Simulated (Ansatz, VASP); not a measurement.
## HfO2 in VASP and in Ansatz

```
Hf O
1.0
     3.52028    0.00000    0.00000
     0.00000    3.52028    0.00000
     0.00000    0.00000    5.03887
Hf O
2 4
Cartesian
  1.7601 1.7601 2.5194
  0.0000 0.0000 0.0000
  0.0000 1.7601 3.5947
  1.7601 0.0000 3.9636
  1.7601 0.0000 1.4442
  0.0000 1.7601 1.0753
```

Alike in both runs: functional PBE; k mesh 6 × 6 × 4; occupations gaussian, width 0.02 eV; no spin polarisation.

Ansatz relaxed the structure, and its values are those at the end. VASP's run is a single point on that final structure, the one shown.

```csv
,VASP,Ansatz
version,VASP 6.6.1,Ansatz 0.2.0
potentials or method,"VASP PAW PBE potentials, release 64 (Hf_pv, O)","scalar-relativistic, plane waves, PAW"
plane-wave cutoff (eV),520,420
valence electrons in the cell,44,76
```

Ansatz gave:

```
gap on the k mesh at the Fermi level (eV) : 4.53
least direct gap on the mesh (eV)         : 4.77
pressure (GPa)                            : 20.0
rms of the force components (eV/Å)        : 0.000
```

Problem. What did VASP give for the same quantities?

Solution. gap on the k mesh at the Fermi level (eV): 4.57; least direct gap on the mesh (eV): 4.78; pressure (GPa): 16.0; rms of the force components (eV/Å): 0.011.

The two sets of potentials don't hold the same shells in valence.

Caveats: so large a pressure means that the cell lies far from this level's equilibrium, or that cutoff or potentials fall short (VASP); spin-orbit coupling is left out, which moves the levels of the heavy elements. A k mesh can miss the band edges.
